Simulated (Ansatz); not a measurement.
## Axial (c/a) deformation path in Pd

Level of theory: DFT PBE, scalar-relativistic, plane waves, PAW in Ansatz. Settings: plane waves to 420 eV, k-mesh 24×24×6 (Γ-centred), Gaussian smearing 0.15 eV. No spin polarisation. Energies are free energies at this smearing, counted from the undisturbed cell; pressure is positive in compression.

The starting cell (relaxed at this level; with this scan's settings it stands at 0.1 GPa; this form isn't the usual structure):

```
Pd
1.0
     2.77971    0.00000    0.00000
    -1.38986    2.40730    0.00000
     0.00000    0.00000    9.17869
Pd
4
Direct
  0.00000 0.00000 0.00000
  0.33333 0.66667 0.25000
  0.00000 0.00000 0.50000
  0.66667 0.33333 0.75000
```

At fixed volume and fractional coordinates, lengths along (0.000, 0.000, 1.000) are scaled against those across it; ρ is that ratio over its starting value. The cell is metallic on the mesh throughout.

```csv
ρ,ΔE (meV/atom)
0.800,171.4
0.850,96.6
0.920,26.6
0.960,6.3
1.000,0.0
1.050,11.3
1.100,44.0
1.200,173.3
```

(1) Predict the pressure (GPa) at each point.

Results:

(1)
| ρ | pressure (GPa) |
| --- | --- |
| 0.800 | 7.2 |
| 0.850 | 4.0 |
| 0.920 | 1.1 |
| 0.960 | 0.3 |
| 1.000 | 0.1 |
| 1.050 | 0.6 |
| 1.100 | 2.1 |
| 1.200 | 7.7 |

Cost: 8 runs of about 3 core-minutes in all, on Arm Neoverse V2 (shared hosts).